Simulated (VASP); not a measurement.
# SiC: convergence, energy along a vibration (SMASS = -2)

SiC, atoms displaced along the mode, 2 atoms in the cell. PBE, energy along a line of displacements; PAW potentials Si, C (PBE set). VASP 6.6.1.

Wanted: harmonic frequency within 1 %.

Mode: optical mode at Gamma along x.

POSCAR of the starting run:
```
SiC
1.0
    0.0000000000      2.1790000000      2.1790000000
    2.1790000000      0.0000000000      2.1790000000
    2.1790000000      2.1790000000      0.0000000000
Si C
1 1
Direct
    0.0054989640     -0.0054989640     -0.0054989640
    0.2371419195      0.2628580805      0.2628580805

    0.0059911213   0.0000000000   0.0000000000
   -0.0140088787   0.0000000000   0.0000000000
```

The series start from k mesh: 6 × 6 × 6; Cutoff (eV): 520; Step along the mode (Å): 0.02; Electronic threshold (eV): 1e-7; Precision and projection: Accurate, reciprocal space. Each series keeps the choices made before it, and each single choice may use up half of a tolerance.

## k mesh

| k mesh | Harmonic frequency (THz) | Time (s) |
|---|---|---|
| 3 × 3 × 3 | 23.82 | 14 |
| 4 × 4 × 4 | 23.7 | 16 |
| 5 × 5 × 5 | 23.65 | 21 |
| 6 × 6 × 6 | 23.63 | 30 |
| 8 × 8 × 8 | 23.61 | 59 |
| 9 × 9 × 9 (reference) | 23.61 | 103 |

## Cutoff (eV)

| Cutoff (eV) | Harmonic frequency (THz) | Time (s) |
|---|---|---|
| 280 | 23.65 | 12 |
| 340 | 23.61 | 14 |
| 400 | 23.69 | 16 |
| 460 | 23.7 | 19 |
| 520 | 23.7 | 16 |
| 600 (reference) | 23.69 | 44 |

## Electronic threshold (eV)

| Electronic threshold (eV) | Harmonic frequency (THz) | Time (s) |
|---|---|---|
| 0.001 | 23.68 | 11 |
| 0.0001 | 23.68 | 13 |
| 1e-5 | 23.68 | 15 |
| 1e-6 | 23.68 | 17 |
| 1e-7 | 23.68 | 17 |
| 1e-8 (reference) | 23.68 | 19 |

## Precision and projection

| Precision and projection | Harmonic frequency (THz) | Time (s) |
|---|---|---|
| Accurate, reciprocal space | 23.68 | 11 |
| Normal, reciprocal space | 23.68 | 5.6 |
| Normal, Auto | 23.7 | 9.3 |

## Question

The rows run from the loosest to the tightest (no order: precision and projection). For each series: choose the loosest value from which every tighter one stays within half of the tolerance; where there is no order, keep the first row unless others stay within half of the tolerance and take at least 30 % less time, and then take the fastest.

## Answer

- k mesh: 4 × 4 × 4
- Cutoff (eV): 280
- Electronic threshold (eV): 0.001
- Precision and projection: Normal, reciprocal space

Also changed on the way, by series that aren't shown: Step along the mode (Å): 0.08.

## All choices together

| Input | Harmonic frequency (THz) | Time (s) |
|---|---|---|
| defaults on a coarse mesh (naive) | 23.51 | 3.8 |
| chosen settings | 23.68 | 5.6 |
| reference settings throughout | 23.64 | 252 |

The tolerance is met.

## The input

INCAR:
```
ALGO = Normal
EDIFF = 0.001
ENCUT = 280
GGA = PE
IBRION = 0
ISMEAR = 0
ISYM = 0
KPAR = 2
LASPH = True
LCHARG = False
LREAL = False
LWAVE = False
NELMIN = 4
NSW = 9
POTIM = 1
PREC = Normal
SIGMA = 0.03
SMASS = -2
```

KPOINTS:
```
Automatic mesh
0
Gamma
  4 4 4
  0 0 0
```

POSCAR:
```
SiC
1.0
    0.0000000000      2.1790000000      2.1790000000
    2.1790000000      0.0000000000      2.1790000000
    2.1790000000      2.1790000000      0.0000000000
Si C
1 1
Direct
    0.0219958561     -0.0219958561     -0.0219958561
    0.1985676780      0.3014323220      0.3014323220

    0.0239644852   0.0000000000   0.0000000000
   -0.0560355148   0.0000000000   0.0000000000
```

Commands:
```
cat potpaw_PBE.64/Si/POTCAR potpaw_PBE.64/C/POTCAR > POTCAR
mpirun -np 2 vasp_std > vasp.out
```

The naive input happens to agree within the tolerance here, in 3.8 s.

Limits: NELMIN = 4 forces that many electronic steps, so a loose EDIFF looks better here than it is.

The chosen input took VASP 6.6.1 5.6 s on 2 cores (Intel Xeon Platinum 8175M @ 2.50GHz (Skylake/Cascade Lake)), a shared host.

## An input that fails: SMASS left out, so the atoms move under their forces

It runs to its end, but against the unchanged starting input it is off by 19 % in the harmonic frequency.

Changes against the starting input:
```
- SMASS = -2
```
